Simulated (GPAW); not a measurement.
Computed results, one entry a study.

```
! title: InP (F-43m): G0W0 with GPAW, start to end
! method: DFT, PBE, plane waves, PAW (and 1 further level or step)
! program: GPAW 26.7.0
! settings of one run: cutoff 450 eV, GPAW PAW setups 1.2.1 data release, 6×6×6 k-mesh, nbands 219
! cost: 4 runs, 3.9 min in all on 4 MPI ranks of Arm Neoverse V1, shared host (the runs of this entry)
! notes: The database entry behind the starting cell differs from later determinations by our own check (0.1 to 0.3 % short, probably kX units). The cell and positions come from the Crystallography Open Database and are kept as given unless a step says otherwise. Limits: no spin-orbit coupling. Bands and cutoff are finite, so the gap is not at the basis limit. The miss can reach some tenths of an eV and take either sign; the mesh is an error of its own.
! PBE gap: 0.71 eV, direct
! G0W0 gap on the mesh: 1.35 eV
! GW settings: 6×6×6 mesh, 209 bands, screening to 150 eV, Godby-Needs plasmon pole
! known limits: not at the basis limit; no spin-orbit coupling
CELL_PARAMETERS angstrom
0.00000 2.93050 2.93050
2.93050 0.00000 2.93050
2.93050 2.93050 0.00000
ATOMIC_POSITIONS crystal
In 0.00000 0.00000 0.00000
P 0.25000 0.25000 0.25000
```

[Paths, hosts, dates, memory and timing lines, banners, echoed tables and standing remarks are left out of the program output.]

[Logs are printed without paths, hosts, clocks, repeated set-up lines and the standing remarks that a program may print on its own settings, such as how far it seeks lower states.]

[Runs of the session that timed out or met a known fault of the program may be left out.]

[Hosts, paths, dates, database ids (printed as entryN), source tags and the programs' standing remarks are cut or masked in the printed files.]
